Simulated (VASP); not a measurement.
Crystal: HgSe.

```xyz
2
Lattice="0.0000 3.0390 3.0390 3.0390 0.0000 3.0390 3.0390 3.0390 0.0000" Properties=species:S:1:pos:R:3 pbc="T T T"
Hg    0.0000    0.0000    0.0000
Se    4.5585    4.5585    4.5585
```

| Quantity | Value |
| --- | --- |
| Program | VASP 6.6.1 |
| Task | relaxation of cell and atoms |
| Functional | PBE |
| Potentials or basis | VASP PAW PBE potentials, release 54 (Hg, Se) |
| Cutoff | 580 eV |
| k mesh | 8 × 8 × 8 |
| Occupations | fermi-dirac, width 0.05 eV |
| Spin | no spin polarisation |

At the start: pressure 5.1 GPa; volume 28.07 Å³/atom.

Question: Where does the relaxation end?

Answer: Over 3 steps the energy falls by 39.3 meV/atom and the volume is 30.79 Å³/atom (+9.7 %); space group F-43m (No. 216, to 0.05 Å).

The path:
```csv
step,energy change (eV),largest force (eV/Å),pressure (GPa),volume (Å³)
1,0.0000,0.0000,5.05,56.13
2,-0.0703,0.0000,-1.26,63.64
3,-0.0785,0.0000,0.02,61.59
```

Final structure:
```cif
data_structure
_symmetry_space_group_name_H-M 'P 1'
_symmetry_Int_Tables_number 1
_cell_length_a 4.4327
_cell_length_b 4.4327
_cell_length_c 4.4327
_cell_angle_alpha 60.000
_cell_angle_beta 60.000
_cell_angle_gamma 60.000
_cell_volume 61.59
loop_
_atom_site_label
_atom_site_type_symbol
_atom_site_fract_x
_atom_site_fract_y
_atom_site_fract_z
_atom_site_occupancy
Hg1 Hg 0.00000 0.00000 0.00000 1
Se1 Se 0.75000 0.75000 0.75000 1
```
